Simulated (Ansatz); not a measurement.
Recipe of this trial structure of Te: one element on all sites of the C type (P-3m1, No. 164). Lengths were set from tabulated atomic sizes, so they are only a guess.

```yaml
crystal:
  lattice:
    - [2.51709, 0.00000, 0.00000]
    - [-1.25854, 2.17986, 0.00000]
    - [0.00000, 0.00000, 24.73194]
  atoms:
    - { symbol: Te, position: [0.00000, 0.00000, 0.57047] }
    - { symbol: Te, position: [0.00000, 0.00000, 0.42953] }
    - { symbol: Te, position: [0.33333, 0.66667, 0.42952] }
    - { symbol: Te, position: [0.66667, 0.33333, 0.57048] }
```

All numbers below come from Ansatz 0.2.0, DFT PBE, scalar-relativistic, plane waves, PAW. Cutoff 420 eV, Gaussian smearing, Γ-centred meshes. Cell and atoms relax first on a coarse mesh and then on a finer one. In between, the cell is made exact in the group found at 0.06 Å. In metals the finer mesh still leaves noise of several meV/atom or more. The steps can't lower the symmetry of their start. No spin polarisation.

A guess keeps its type if space group and coordination stay and the shape of the cell changes little (axis ratios within about 15 %, angles within 6°); the volume may change.

Question: Will the relaxed cell still be of the starting type?

Answer: It doesn't keep its type. The symmetry stays P-3m1 (No. 164). The volume per atom grows by 68.6 %, from 33.9 to 57.2 Å³. The shortest distance goes from 1.45 Å (Te–Te) to 2.80 Å (Te–Te). The ratio c/a of the conventional cell changes by a factor of 0.74. Counting neighbours within 15 % of an atom's shortest distance, the start has Te 3 and the end Te 1/9. In detail, at the end Te on its first site is surrounded by 1 Te at 2.80 Å, 6 Te at 3.32 Å and 3 Te at 3.79 Å; around Te on its second site lie 6 Te at 3.32 Å and 3 Te at 3.79 Å.

```cif
data_structure
_symmetry_space_group_name_H-M 'P-3m1'
_symmetry_Int_Tables_number 164
_cell_length_a 3.3184
_cell_length_b 3.3184
_cell_length_c 23.9858
_cell_angle_alpha 90.000
_cell_angle_beta 90.000
_cell_angle_gamma 120.000
_cell_volume 228.75
loop_
_atom_site_label
_atom_site_type_symbol
_atom_site_symmetry_multiplicity
_atom_site_Wyckoff_symbol
_atom_site_fract_x
_atom_site_fract_y
_atom_site_fract_z
_atom_site_occupancy
Te1 Te 2 c 0.00000 0.00000 0.55840 1
Te2 Te 2 d 0.33333 0.66667 0.30539 1
```

The last run used an 18×18×2 mesh (in the run's order of axes) for its 4-atom cell and Gaussian smearing of 0.10 eV. No dispersion correction is applied, so the spacing and binding between layers, chains or molecules are poorly described. Spin–orbit coupling, which can matter for Te, is left out. A structure relaxed within its symmetry needn't be a true minimum.

In counts of neighbours, a slash parts the counts of unlike sites.
